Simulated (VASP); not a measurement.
Runs of VASP 6.6.1 on CdF2. Symmetry: Fm-3m, No. 225, cubic system. Conventional cell: a = 5.388 Å, b = 5.388 Å, c = 5.388 Å, α = 90.00°, β = 90.00°, γ = 90.00°. Cd (site symmetry m-3m) has 8 F at 2.33 Å as nearest neighbours. Around F (site symmetry -43m) lie 4 Cd at 2.33 Å. The cell was built by a generator and needn't be a form met in nature.

```csv
level,spin,k mesh,exchange at q = 0,grid for exact exchange (PRECFOCK),screening parameter,mesh quality,gap on the mesh (eV),pressure (GPa)
PBE,"non-collinear, zero start, SOC",8 × 8 × 8,-,-,-,not flagged,-,6.1
r2SCAN,off,8 × 8 × 8,-,-,-,not flagged,(a),1.0
PBE,off,8 × 8 × 8,-,-,-,not flagged,3.07,6.2
HSE06,off,4 × 4 × 4,truncated,Normal,0.2079 1/A,coarse,5.16,(b)
```

Alike in all rows: task single point; potentials or basis VASP PAW PBE potentials, release 64 (Cd, F); cell as given; cutoff (eV) 520; smearing gaussian 0.01 eV.

Problem. Estimate the missing entries.

Solution. (a) 3.75; (b) 2.7.

Caveats: some runs use coarse meshes; the PAW data sets were made with another functional, which shifts forces and pressure a little (some runs).

A k mesh can miss the band edges, and rows without SOC leave out spin-orbit coupling on Cd.
